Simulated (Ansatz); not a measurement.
# NaI (rocksalt) under strain

NaI built on the rocksalt prototype, relaxed with r2SCAN in Ansatz 0.2.0. Space group Fm-3m (No. 225), cubic; conventional cell a = 6.459 Å, 33.69 Å³ an atom. Na has 6 I at 3.23 Å; I has 6 Na at 3.23 Å.

The axes x, y and z are those of this cell:
```xyz
2
Lattice="0.0000 3.2297 3.2297 3.2297 0.0000 3.2297 3.2297 3.2297 0.0000" Properties=species:S:1:pos:R:3 pbc="T T T"
Na    0.0000    0.0000    0.0000
I     3.2297    3.2297    3.2297
```

Unstrained: PBE gives a direct gap of 3.661 eV at Γ. With r2SCAN the gap is 4.449 eV and direct, at Γ. With HSE06 the gap is 4.692 eV and direct, at Γ. Meshes: PBE 8×8×8, r2SCAN 8×8×8, HSE06 6×6×6. Strains are changes of length per length. After each strain the atoms were relaxed again with r2SCAN within the symmetry that the strain leaves, so tilts or polar shifts that break it weren't tested; points keep the names that they have in the unstrained zone. No spin polarisation and no zero-point or thermal motion.

Changes of the least gap in eV (an overlap counts as a negative gap):
```
                                                                   strain  volume change (%)  space group     PBE  r2SCAN   HSE06  G0W0@PBE (mesh)  energy rise, r2SCAN (meV/atom)
epitaxial -2.5 % in the plane normal to [111], free normal strain +2.14 %               -2.9         R-3m  -0.011  -0.005  -0.009            -0.02                             4.3
                                              uniaxial +4.0 % along [111]               +4.0         R-3m  -0.170  -0.190  -0.183            -0.17                             4.4
             epitaxial -1.0 % in the xy plane, free normal strain +0.50 %               -1.5       I4/mmm  +0.030  +0.036  +0.033            +0.03                             0.9
             epitaxial -2.0 % in the xy plane, free normal strain +1.00 %               -3.0       I4/mmm  +0.065  +0.078  +0.070            +0.06                             3.8
                                         isotropic +2.0 % on every length               +6.1        Fm-3m  -0.152  -0.175  -0.165            -0.14                             5.9
```
Unstrained, G0W0@PBE with 281 empty bands, a screening cutoff of 150 eV and a 4×4×4 mesh gives 5.65 eV on its mesh; the band count follows the volume. The G0W0 figures hold for the stated bands, cutoff and mesh and aren't extrapolated.

Epitaxial -2.5 % in the plane normal to [111], free normal strain +2.14 %. HSE06: the gap goes from 4.692 to 4.683 eV (-0.009 eV); with r2SCAN the top three valence levels at Γ, degenerate before, become 2+1 from the top over 232 meV. Stress change with r2SCAN, compression positive: xx +0.55, yy +0.55, zz +0.55, xy -0.28, xz -0.28, yz -0.28 GPa.

Uniaxial +4.0 % along [111], other directions held. HSE06: the gap goes from 4.692 to 4.509 eV (-0.183 eV); with r2SCAN the top three valence levels at Γ, degenerate before, become 2+1 from the top over 177 meV. Stress change with r2SCAN, compression positive: xx -0.61, yy -0.61, zz -0.61, xy -0.22, xz -0.22, yz -0.22 GPa.

Epitaxial -1.0 % in the xy plane, free normal strain +0.50 %. HSE06: the gap goes from 4.692 to 4.725 eV (+0.033 eV); with r2SCAN the top three valence levels at Γ, degenerate before, become 1+2 from the top over 16 meV. Stress change with r2SCAN, compression positive: xx +0.43, yy +0.43, zz -0.02 GPa.

Epitaxial -2.0 % in the xy plane, free normal strain +1.00 %. HSE06: the gap goes from 4.692 to 4.762 eV (+0.070 eV); with r2SCAN the top three valence levels at Γ, degenerate before, become 1+2 from the top over 30 meV. Stress change with r2SCAN, compression positive: xx +0.92, yy +0.92, zz -0.02 GPa.

Isotropic +2.0 % on every length. HSE06: the gap goes from 4.692 to 4.527 eV (-0.165 eV). Stress change with r2SCAN, compression positive: xx -0.89, yy -0.89, zz -0.89 GPa. For HSE06, dE_g/d ln V = -2.8 eV over this step.

Spin-orbit coupling is left out, which matters wherever the heavy atoms make up the band edges.

The meshes of the hybrids are coarse, so their gaps aren't converged to the digits shown.

The splittings at Γ are without spin-orbit coupling, which regroups them where it is of like size or larger.
